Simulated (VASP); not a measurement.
# CoSi (Pm-3m) in VASP: further runs

Runs on CoSi. Level: PBEsol. Tasks: single point.

All numbers are computed with VASP 6.6.1; they aren't measurements. Logs are shortened: lines on timing, memory, paths and dates and some standing lists are left out, and cuts for length are marked.

## Step 1: The crystal as given

The structure is cubic, space group Pm-3m (No. 221). Conventional cell: a = 2.781 Å, b = 2.781 Å, c = 2.781 Å, α = 90.00°, β = 90.00°, γ = 90.00°. Co (site symmetry m-3m) is surrounded by 8 Si at 2.41 Å. Si (site symmetry m-3m) has 8 Co at 2.41 Å as nearest neighbours.

Measurements of this composition are mostly on another form, of space group No. 198.

## Step 2: Single point, PBEsol, collinear spin, ferromagnetic start

INCAR reads:

```
ADDGRID = False
ALGO = Normal
EDIFF = 1E-7
ENCUT = 900
GGA = PS
ISIF = 2
ISMEAR = 1
ISPIN = 2
LASPH = True
LCHARG = False
LMAXMIX = 4
LORBIT = 11
LREAL = False
LWAVE = False
MAGMOM = 2 0
NELM = 100
PREC = Accurate
SIGMA = 0.1
```

KPOINTS reads:

```
k-points
0
Gamma
  15 15 15
```

POSCAR reads:

```
CoSi
1.0
    2.7813340000      0.0000000000      0.0000000000
    0.0000000000      2.7813340000      0.0000000000
    0.0000000000      0.0000000000      2.7813340000
Co Si
1 1
Direct
    0.0000000000      0.0000000000      0.0000000000
    0.5000000000      0.5000000000      0.5000000000
```

Potentials or basis: VASP PAW PBE potentials, release 64 (Co, Si).

On the command line:

```
$ cat potpaw_PBE.64/Co/POTCAR potpaw_PBE.64/Si/POTCAR > POTCAR
$ mpirun -np 1 vasp_std > vasp.out
```

OUTCAR:

```text
EDIFF = 1E-7
   ENCUT = 900
   GGA = PS
   ISIF = 2
   ISMEAR = 1
   ISPIN = 2
   LASPH = True
   LORBIT = 11
   LREAL = False
   NELM = 100
   PREC = Accurate

 Found    120 irreducible k-points:

 Following reciprocal coordinates:
            Coordinates               Weight
  0.000000  0.000000  0.000000      1.000000
  0.066667  0.000000  0.000000      6.000000
  0.133333  0.000000  0.000000      6.000000
  0.200000  0.000000  0.000000      6.000000
  0.266667  0.000000  0.000000      6.000000
  0.333333  0.000000  0.000000      6.000000
   k-points           NKPTS =    120   k-points in BZ     NKDIM =    120   number of bands    NBANDS=     11
   number of dos      NEDOS =    301   number of ions     NIONS =      2
   total plane-waves  NPLWV =  21952
   dimension x,y,z NGX =    28 NGY =   28 NGZ =   28
   dimension x,y,z NGXF=    56 NGYF=   56 NGZF=   56
   ions per type =               1   1
   NGX,Y,Z   is equivalent  to a cutoff of  16.74, 16.74, 16.74 a.u.
   NGXF,Y,Z  is equivalent  to a cutoff of  33.47, 33.47, 33.47 a.u.
 SYSTEM =  unknown system
   PREC   = accura    normal or accurate (medium, high low for compatibility)
   ISTART =      0    job   : 0-new  1-cont  2-samecut
   ICHARG =      2    charge: 1-file 2-atom 10-const
   ISPIN  =      2    spin polarized calculation?
   LNONCOLLINEAR =      F non collinear calculations
   LSORBIT =      F    spin-orbit coupling
   LASPH  =      T    aspherical Exc in radial PAW
   ENCUT  =  900.0 eV  66.15 Ry    8.13 a.u.   6.80  6.80  6.80*2*pi/ulx,y,z
   NELM   =    100;   NELMIN=  2; NELMDL= -5     # of ELM steps
   EDIFF  = 0.1E-06   stopping-criterion for ELM
   LREAL  =      F    real-space projection
   EDIFFG = 0.1E-05   stopping-criterion for IOM
   NSW    =      0    number of steps for IOM
   IBRION =     -1    ionic relax: 0-MD 1-quasi-New 2-CG
   NFREE  =      0    steps in history (QN), initial steepest desc. (CG)
   ISIF   =      2    stress and relaxation
   ISYM   =      2    0-nonsym 1-usesym 2-fastsym
   POTIM  = 0.5000    time-step for ionic-motion
   TEBEG  =    0.0;   TEEND  =   0.0 temperature during run
   PSTRESS=    0.0 pullay stress
   NELECT =      13.0000    total number of electrons
   NUPDOWN=      -1.0000    fix difference up-down
   EMIN   =  10.00;   EMAX   =-10.00  energy-range for DOS
   EFERMI =   0.00;   METHOD = LEGACY
   ISMEAR =     1;   SIGMA  =   0.10  broadening in eV -4-tet -1-fermi 0-gaus
   EFERMI_NEDOS =   21; number of points for ismear=-14 and -15
   IALGO  =     38    algorithm
   IMIX   =      4    mixing-type and parameters
     AMIX     =   0.40;   BMIX     =  1.00
     AMIX_MAG =   1.60;   BMIX_MAG =  1.00
  volume/ion in A,a.u.               =      10.76        72.60
  Fermi-wavevector in a.u.,A,eV,Ry     =   1.384000  2.615381 26.061367  1.915456
  Thomas-Fermi vector in A             =   2.508545
   LORBIT       =     11    0 simple, 1 ext, 2 COOP (PROOUT), +10 PAW based schemes
   GGA     = PS    functional components
   LHFCALC =     F    Hartree Fock is set to
   AEXX    =    0.0000 exact exchange contribution
   IVDW    =     0    specifies the selected vdW correction
   LEPSILON=     F    determine dielectric tensor
   LRPA    =     F    only Hartree local field effects (RPA)
 spin polarized calculation
 Methfessel and Paxton  Order N= 1 SIGMA  =   0.10
  energy-cutoff  :      900.00
  volume of cell :       21.52
 maximum number of plane-waves:      1357
 NGX is ok and might be reduce to    28
   NGX = 13   NGY = 13   NGZ = 13

 number of electron      13.0000000 magnetization       0.5359840

 Free energy of the ion-electron system (eV)
  ---------------------------------------------------
  ext. energy  EPLUGINS =         0.00000000
  ---------------------------------------------------
  free energy    TOTEN  =       -14.53396291 eV

  energy without entropy =      -14.53257690  energy(sigma->0) =      -14.53350090

 E-fermi :  12.7381     XC(G=0): -13.0474

 val. band max:       12.7353445145   @ k =   0.4000   0.0000   0.0000
 cond. band min:      12.7381381594   @ k =   0.4000   0.2667   0.0000
 fundamental gap:      0.0027936449
 Fermi energy:        12.7380826958

 spin component 1

 k-point     1 :       0.0000    0.0000    0.0000
  band No.  band energies     occupation
      1      -1.5264      1.00000
      2       8.6020      1.00000
      3       8.6020      1.00000
      4      11.1565      1.00000
      5      11.1565      1.00000
      6      11.1565      1.00000
      7      15.7094      0.00000
      8      15.7094      0.00000
      9      15.7094      0.00000
     10      20.1878      0.00000
     11      20.1878      0.00000

 k-point     2 :       0.0667    0.0000    0.0000
  band No.  band energies     occupation
      1      -1.4408      1.00000
      2       8.5619      1.00000
      3       8.6306      1.00000
      4      11.0804      1.00000
      5      11.0804      1.00000
      6      11.1629      1.00000
      7      15.1147      0.00000
      8      15.8587      0.00000
      9      15.8587      0.00000
     10      20.1609      0.00000
     11      20.7409      0.00000

 k-point     3 :       0.1333    0.0000    0.0000
  band No.  band energies     occupation
      1      -1.1850      1.00000
      2       8.3985      1.00000
      3       8.7127      1.00000
      4      10.8829      1.00000
      5      10.8829      1.00000
      6      11.1809      1.00000
      7      13.9674     -0.00000
      8      16.2773      0.00000
      9      16.2773      0.00000
     10      20.0820      0.00000
     11      21.7125      0.00000

 k-point     4 :       0.2000    0.0000    0.0000
  band No.  band energies     occupation
      1      -0.7634      1.00000
      2       7.9913      1.00000
      3       8.8374      1.00000
      4      10.6278      1.00000
      5      10.6278      1.00000
      6      11.2075      1.00000
      7      12.9433     -0.00672
      8      16.9047      0.00000
      9      16.9047      0.00000
     10      19.9573      0.00000
     11      22.5008      0.00000

 k-point     5 :       0.2667    0.0000    0.0000
  band No.  band energies     occupation
      1      -0.1836      1.00000
      2       7.2346      1.00000
      3       8.9867      1.00000
      4      10.3721      1.00000
      5      10.3721      1.00000
      6      11.2383      1.00000
      7      12.3159      1.00000
      8      17.6883      0.00000
      9      17.6883      0.00000
     10      19.8004      0.00000
     11      23.1205      0.00000

 k-point     6 :       0.3333    0.0000    0.0000
  band No.  band energies     occupation
      1       0.5403      1.00000
      2       6.1942      1.00000
      3       9.1362      1.00000
      4      10.1543      1.00000
      5      10.1543      1.00000
      6      11.2680      1.00000
      7      12.0603      1.00000
      8      18.5925      0.00000
      9      18.5925      0.00000
     10      19.6355      0.00000
     11      23.6963      0.00000

 [... further k-points ...]

 spin component 2

 k-point     1 :       0.0000    0.0000    0.0000
  band No.  band energies     occupation
      1      -1.5039      1.00000
      2       9.1424      1.00000
      3       9.1424      1.00000
      4      11.5338      1.00000
      5      11.5338      1.00000
      6      11.5338      1.00000
      7      15.7338      0.00000
      8      15.7338      0.00000
      9      15.7338      0.00000
     10      20.4384      0.00000
     11      20.4384      0.00000

 k-point     2 :       0.0667    0.0000    0.0000
  band No.  band energies     occupation
      1      -1.4182      1.00000
      2       9.0824      1.00000
      3       9.1743      1.00000
      4      11.4505      1.00000
      5      11.4505      1.00000
      6      11.5405      1.00000
      7      15.2009      0.00000
      8      15.8898      0.00000
      9      15.8898      0.00000
     10      20.4029      0.00000
     11      20.9530      0.00000

 k-point     3 :       0.1333    0.0000    0.0000
  band No.  band energies     occupation
      1      -1.1625      1.00000
      2       8.8515      1.00000
      3       9.2662      1.00000
      4      11.2370      1.00000
      5      11.2370      1.00000
      6      11.5594      1.00000
      7      14.1793     -0.00000
      8      16.3228      0.00000
      9      16.3228      0.00000
     10      20.2986      0.00000
     11      21.8763      0.00000

 k-point     4 :       0.2000    0.0000    0.0000
  band No.  band energies     occupation
      1      -0.7408      1.00000
      2       8.3241      1.00000
      3       9.4066      1.00000
      4      10.9656      1.00000
      5      10.9656      1.00000
      6      11.5874      1.00000
      7      13.3217     -0.00000
      8      16.9642      0.00000
      9      16.9643      0.00000
     10      20.1337      0.00000
     11      22.6327      0.00000

 k-point     5 :       0.2667    0.0000    0.0000
  band No.  band energies     occupation
      1      -0.1610      1.00000
      2       7.4390      1.00000
      3       9.5758      1.00000
      4      10.6969      1.00000
      5      10.6969      1.00000
      6      11.6199      1.00000
      7      12.8618     -0.03543
      8      17.7584      0.00000
      9      17.7584      0.00000
     10      19.9267      0.00000
     11      23.2284      0.00000

 k-point     6 :       0.3333    0.0000    0.0000
  band No.  band energies     occupation
      1       0.5631      1.00000
      2       6.3147      1.00000
      3       9.7466      1.00000
      4      10.4700      1.00000
      5      10.4700      1.00000
      6      11.6511      1.00000
      7      12.7235      0.62201
      8      18.6697      0.00000
      9      18.6697      0.00000
     10      19.7095      0.00000
     11      23.7819      0.00000

 [... further k-points ...]

------------------------ aborting loop because EDIFF is reached ----------------------------------------

  FORCE on cell =-STRESS in cart. coord.  units (eV):
  Direction    XX          YY          ZZ          XY          YZ          ZX
  --------------------------------------------------------------------------------------
  -------------------------------------------------------------------------------------
  Total       -0.8735776     -0.8735776     -0.8735776      0.0000000      0.0000000      0.0000000
  in kB      -65.0507958    -65.0507958    -65.0507958      0.0000000      0.0000000      0.0000000
  external PRESSURE =     -65.0507958 kB  Pullay stress =       0.0000000 kB

 VOLUME and BASIS-vectors are now :
 -----------------------------------------------------------------------------
  energy-cutoff  :      900.00
  volume of cell :       21.52
      direct lattice vectors                 reciprocal lattice vectors
     2.781334000  0.000000000  0.000000000     0.359539703  0.000000000  0.000000000
     0.000000000  2.781334000  0.000000000     0.000000000  0.359539703  0.000000000
     0.000000000  0.000000000  2.781334000     0.000000000  0.000000000  0.359539703

 POSITION                                       TOTAL-FORCE (eV/Angst)
 -----------------------------------------------------------------------------------
      0.00000      0.00000      0.00000         0.000000      0.000000      0.000000
      1.39067      1.39067      1.39067         0.000000      0.000000      0.000000
 -----------------------------------------------------------------------------------
    total drift:                               -0.000000     -0.000000     -0.000000

  FREE ENERGIE OF THE ION-ELECTRON SYSTEM (eV)
  ---------------------------------------------------
  free  energy   TOTEN  =       -14.5339629063 eV

  energy  without entropy=      -14.5325769005  energy(sigma->0) =      -14.53350090

 total charge

# of ion       s       p       d       tot
------------------------------------------
    1        0.441   0.593   7.584   8.617
    2        0.709   0.861   0.000   1.571
--------------------------------------------------
tot          1.150   1.454   7.584  10.188

 magnetization (x)

# of ion       s       p       d       tot
------------------------------------------
    1        0.008   0.002   0.522   0.532
    2        0.003   0.011   0.000   0.013
--------------------------------------------------
tot          0.010   0.013   0.522   0.545
```

It took 45 s on 1 thread of Intel Xeon 6975P-C (Granite Rapids), shared host; peak memory 0.26 GiB.

These settings aren't checked as converged: the numbers below hold their error.

What came out:

```yaml
Free_energy: -14.5340 eV
Pressure: -6.5 GPa
Band_gap_on_the_k_mesh: none (metal or under the smearing width)
Net_moment: 0.54 μB per cell
Site_moments: Co +0.53; Si +0.01 μB
Valence_electrons_inside_the_program's_atomic_spheres: Co 8.62; Si 1.57
```

Caveat: the PAW data sets were made with another functional, which shifts forces and pressure a little.

## Step 3: Single point, PBEsol, collinear spin, ferromagnetic start

INCAR: that of step 2 with these lines changed.

```diff
@@ -3,3 +3,3 @@
 EDIFF = 1E-7
-ENCUT = 900
+ENCUT = 300
 GGA = PS
@@ -17,2 +17,2 @@
 PREC = Accurate
-SIGMA = 0.1
+SIGMA = 0.15
```

KPOINTS reads:

```
k-points
0
Gamma
  9 9 9
```

POSCAR is that of step 2.

Potentials or basis: VASP PAW PBE potentials, release 64 (Co, Si).

On the command line:

```
$ cat potpaw_PBE.64/Co/POTCAR potpaw_PBE.64/Si/POTCAR > POTCAR
$ mpirun -np 1 vasp_std > vasp.out
```

Wall time 4.1 s (1 thread of Intel Xeon 6975P-C (Granite Rapids), shared host); peak memory 0.12 GiB.

These settings aren't checked as converged: the numbers below hold their error.

Results:

- Free energy: -14.5310 eV
- Band gap on the k mesh: none (metal or under the smearing width)
- Net moment: 0.47 μB per cell
- Site moments: Co +0.46; Si +0.01 μB
- Valence electrons inside the program's atomic spheres: Co 8.60; Si 1.58

Caveat: the cutoff is under 1.25 times the usual one of these potentials, so pressure, stress and relaxed cells hold a basis-set (Pulay) error; the PAW data sets were made with another functional, which shifts forces and pressure a little.

## Step 4: The reference run

An earlier run on the cell as given: functional PBE; potentials or basis VASP PAW PBE potentials, release 64 (Co, Si); cutoff 520 eV; k mesh 10 × 10 × 10; occupations fermi-dirac, width 0.05 eV; collinear spin, ferromagnetic start; starting moments [2.0, 0.0] μB.

- Pressure: 0.6 GPa
- Band gap on the k mesh: none (metal or under the smearing width)
- Net moment: 0.54 μB per cell
- Site moments: Co +0.54; Si +0.01 μB
- Valence electrons inside the program's atomic spheres: Co 8.61; Si 1.57
